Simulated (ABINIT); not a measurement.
The system is C.

```
C
1.0
     0.00000    1.78337    1.78337
     1.78337    0.00000    1.78337
     1.78337    1.78337    0.00000
C
2
Direct
  0.75000 0.75000 0.75000
  0.50000 0.50000 0.50000
```

This isn't the form of C at room conditions, which is graphite.

| Item | Value |
| --- | --- |
| Program | ABINIT 10.8.3 (patched build) |
| Task | relaxation of cell and atoms |
| Functional | LDA |
| Potentials or basis | PseudoDojo NC SR LDA v0.4.1 standard |
| Cutoff | 1116 eV |
| k mesh | 10 × 10 × 10 |
| Occupations | fermi-dirac, width 0.05 eV |
| Spin | no spin polarisation |

At the start: pressure -10.9 GPa; volume 5.67 Å³/atom.

How do energy, volume and symmetry change on relaxing?

Over 4 steps the energy falls by 4.8 meV/atom and the volume is 5.53 Å³/atom (-2.4 %); space group Fd-3m (No. 227, to 0.05 Å).

Step by step:
| step | energy change (eV) | largest force (eV/Å) | pressure (GPa) | volume (Å³) |
| --- | --- | --- | --- | --- |
| 1 | 0.0000 | 0.0000 | -10.91 | 11.34 |
| 2 | -0.0082 | 0.0000 | 4.27 | 10.97 |
| 3 | -0.0095 | 0.0000 | -0.11 | 11.07 |
| 4 | -0.0095 | 0.0000 | 0.00 | 11.07 |

Final structure:
```
CELL_PARAMETERS angstrom
0.00000 1.76883 1.76883
1.76883 0.00000 1.76883
1.76883 1.76883 0.00000
ATOMIC_POSITIONS crystal
C 0.75000 0.75000 0.75000
C 0.50000 0.50000 0.50000
```

The cell as given is a measured one (5.67 Å³/atom); LDA puts the equilibrium volume -2.4 % from it, thermal expansion not counted.
